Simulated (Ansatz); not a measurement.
Basis-set extrapolation for C3H8S, SMILES `CCCS` (PBE0-D4/def2-TZVP geometry, frozen core, the Gaussian-basis code of Ansatz). Multiplicity 1, RHF reference.

```csv
,def2-TZVPP,def2-QZVPP
HF,-515.849689,-515.866781
MP2 correlation,-0.713061,-0.762068
CCSD(T) correlation,-0.797506,not run
```

Energies in hartree. Use E(X) = E(∞) + A·exp(−7.88·√X) for Hartree–Fock and E(X) = E(∞) + B·X^(−2.97) for correlation, with X = 3 and 4, and add CCSD(T) minus MP2 of the smaller set to the MP2 limit.

Task: What is the CCSD(T) energy at the basis-set limit?

Result: HF limit: -515.866781 + (-0.017092) × 0.13774 = -515.86914. MP2 limit: -0.762068 + (-0.049007) × 0.74074 = -0.79837. Higher-order term: -0.797506 − (-0.713061) = -0.08445. Total: -516.75196 hartree, 275.1 kJ/mol below CCSD(T)/def2-TZVPP.
